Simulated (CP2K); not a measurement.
# Cd (Fm-3m) in CP2K: a series of runs, part 2 of 2

CP2K 2026.2. The steps go on from the part before.

## Step 6: Single point, PBE

Contents of cd_scf.inp:

```
&GLOBAL
  PROJECT cd_scf
  RUN_TYPE ENERGY_FORCE
  PRINT_LEVEL LOW
&END GLOBAL
&FORCE_EVAL
  METHOD QS
  STRESS_TENSOR ANALYTICAL
  &DFT
    BASIS_SET_FILE_NAME BASIS_MOLOPT
    POTENTIAL_FILE_NAME POTENTIAL_UZH
    &MGRID
      CUTOFF 450
      REL_CUTOFF 60
      NGRIDS 5
    &END MGRID
    &QS
      METHOD GPW
      EPS_DEFAULT 1.0E-9
    &END QS
    &KPOINTS
      SCHEME MONKHORST-PACK 10 10 10
      GAMMA_CENTERED T
      SYMMETRY T
      SYMMETRY_BACKEND SPGLIB
    &END KPOINTS
    &SCF
      SCF_GUESS ATOMIC
      EPS_SCF 1.0E-6
      MAX_SCF 100
      ADDED_MOS 8
      CHOLESKY OFF
      EPS_EIGVAL 1.0E-7
      &DIAGONALIZATION ON
        ALGORITHM STANDARD
      &END DIAGONALIZATION
      &MIXING ON
        METHOD BROYDEN_MIXING
        ALPHA 0.4
        BETA 1.5
        NBUFFER 8
      &END MIXING
      &SMEAR ON
        METHOD FERMI_DIRAC
        ELECTRONIC_TEMPERATURE 580.23
      &END SMEAR
    &END SCF
    &XC
      &XC_FUNCTIONAL
        &GGA_X_PBE
        &END GGA_X_PBE
        &GGA_C_PBE
        &END GGA_C_PBE
      &END XC_FUNCTIONAL
    &END XC
    &PRINT
      &KPOINTS ON
      &END KPOINTS
      &MULLIKEN ON
      &END MULLIKEN
      &MO ON
        ENERGIES T
        OCCUPATION_NUMBERS T
        &EACH
          QS_SCF 0
        &END EACH
        ADD_LAST NUMERIC
      &END MO
      &LOWDIN ON
      &END LOWDIN
      &HIRSHFELD ON
        SHAPE_FUNCTION DENSITY
      &END HIRSHFELD
    &END PRINT
  &END DFT
  &SUBSYS
    &CELL
      ABC 3.1369374598 3.1369374598 3.1369374598
      ALPHA_BETA_GAMMA 60.0000000004 59.9999999998 60.0000000003
      PERIODIC XYZ
    &END CELL
    &COORD
      Cd  0.0000000000 0.0000000000 0.0000000000
    &END COORD
    &KIND Cd
      BASIS_SET DZVP-MOLOPT-SR-GTH-q12
      POTENTIAL GTH-PBE0-q12
    &END KIND
    &PRINT
      &ATOMIC_COORDINATES ON
      &END ATOMIC_COORDINATES
      &CELL ON
      &END CELL
    &END PRINT
  &END SUBSYS
  &PRINT
    &FORCES ON
    &END FORCES
    &STRESS_TENSOR ON
    &END STRESS_TENSOR
  &END PRINT
&END FORCE_EVAL
```

Potentials or basis: POTENTIAL_UZH Cd GTH-PBE0-q12; DZVP-MOLOPT-SR-GTH basis.

The run is started by

```
OMP_NUM_THREADS=1 cp2k.psmp -i cd_scf.inp -o cd_scf.out
```

cd_scf.out:

```text

 CP2K| version string:                                       CP2K version 2026.2
 CP2K| Input file name                                                cd_scf.inp

 GLOBAL| Force Environment number                                              1
 GLOBAL| Basis set file name                                        BASIS_MOLOPT
 GLOBAL| Potential file name                                       POTENTIAL_UZH
 GLOBAL| MM Potential file name                                     MM_POTENTIAL
 GLOBAL| Coordinate file name                                      __STD_INPUT__
 GLOBAL| Method name                                                        CP2K
 GLOBAL| Project name                                                     cd_scf
 GLOBAL| Run type                                                   ENERGY_FORCE
 GLOBAL| FFT library                                                       FFTW3
 GLOBAL| Diagonalization library                                       ScaLAPACK
 GLOBAL| Cholesky decomposition library                                ScaLAPACK
 GLOBAL| DGEMM library                                                      BLAS
 GLOBAL| Direct generalized diagonalization requested                          F
 GLOBAL| Matrix multiplication library                                 ScaLAPACK
 GLOBAL| Global print level                                                  LOW
 GLOBAL| Total number of message passing processes                             1
 GLOBAL| Number of threads for this process                                    1
 GLOBAL| CPU model name                                                  UNKNOWN

 CELL| Volume [angstrom^3]:                                            21.827429
 CELL| Vector a [angstrom]:       3.137     0.000     0.000   |a| =     3.136937
 CELL| Vector b [angstrom]:       1.568     2.717     0.000   |b| =     3.136937
[... 464 lines left out ...]
       1     Cd       1         12.000000                             -0.000000
 # Total charge                             12.000000                 -0.000000

 !-----------------------------------------------------------------------------!

 !-----------------------------------------------------------------------------!
                           Hirshfeld Charges

  #Atom  Element  Kind  Ref Charge     Population                    Net charge
      1       Cd     1      12.000         12.000                        -0.000

  Total Charge                                                           -0.000
 !-----------------------------------------------------------------------------!

 LOWDIN POPULATION ANALYSIS

 #  Atom  Element  Kind  Atomic population                           Net charge
       1     Cd       1         12.000000                              0.000000
 # Total charge                             12.000000                  0.000000

 ENERGY| Total FORCE_EVAL ( QS ) energy [hartree]            -47.058095705304275

 FORCES| Atomic forces [hartree/bohr]
 FORCES|   Atom     x               y               z               |f|
 FORCES|      1  1.03858824E-14  8.60602385E-15 -2.87012132E-15   1.37901340E-14
 FORCES| Sum     1.03858824E-14  8.60602385E-15 -2.87012132E-15
 FORCES| Total atomic force                                       1.37901340E-14

 STRESS| Analytical stress tensor [bar]
 STRESS|                        x                   y                   z
 STRESS|      x        4.80206120180E+04   4.32488822771E-03  -1.45941797277E-02
 STRESS|      y        4.32488822771E-03   4.80206111979E+04  -4.17866300809E-03
 STRESS|      z       -1.45941797277E-02  -4.17866300809E-03   4.80214643857E+04
 STRESS| 1/3 Trace                                             4.80208958672E+04
 STRESS| Determinant                                           1.10736495107E+14

 STRESS| Eigenvectors and eigenvalues of the analytical stress tensor [bar]
 STRESS|                        1                   2                   3
 STRESS| Eigenvalues   4.80206072095E+04   4.80206157354E+04   4.80214646567E+04
 STRESS|      x          -0.682098528579      0.731059403116     -0.017139032261
 STRESS|      y           0.731215984217      0.682127819318     -0.004982222248
 STRESS|      z          -0.008048710279      0.015930700808      0.999840702830
```

Run time: 31 s. Hardware: 1 thread of Arm Neoverse V2, shared host; peak memory 0.24 GiB.

Results:

```yaml
Free_energy: -1280.5159 eV
Pressure: 4.8 GPa
Band_gap_on_the_k_mesh: none (metal or under the smearing width)
```

Caveat: the basis of atomic orbitals isn't converged, which shifts pressures, moduli and gaps.

## Step 7: Overview

| potentials or basis | potentials | gap on the mesh (eV) | pressure (GPa) |
| --- | --- | --- | --- |
| GTH_POTENTIALS Cd GTH-PBE-q12; DZVP-MOLOPT-SR-GTH basis | Cd GTH-PBE-q12 of GTH_POTENTIALS | none | 3.2 |
| GTH_POTENTIALS Cd GTH-PADE-q12; DZVP-MOLOPT-SR-GTH basis | Cd GTH-PADE-q12 of GTH_POTENTIALS | none | 2.5 |
| POTENTIAL_UZH Cd GTH-SCAN-q12; DZVP-MOLOPT-SR-GTH basis | Cd GTH-SCAN-q12 of POTENTIAL_UZH | none | 5.0 |
| POTENTIAL_UZH Cd GTH-PBE0-q12; DZVP-MOLOPT-SR-GTH basis | Cd GTH-PBE0-q12 of POTENTIAL_UZH | none | 4.8 |

Alike in all rows: task single point; level PBE; no spin polarisation; cell as given; k mesh 10 × 10 × 10; smearing fermi-dirac 0.05 eV.

Caveats: the basis of atomic orbitals isn't converged, which shifts pressures, moduli and gaps; the potentials were made for another functional, which shifts forces and pressure (some runs).

Total energies depend on the potentials used, so only differences within one code and one set of settings carry meaning.
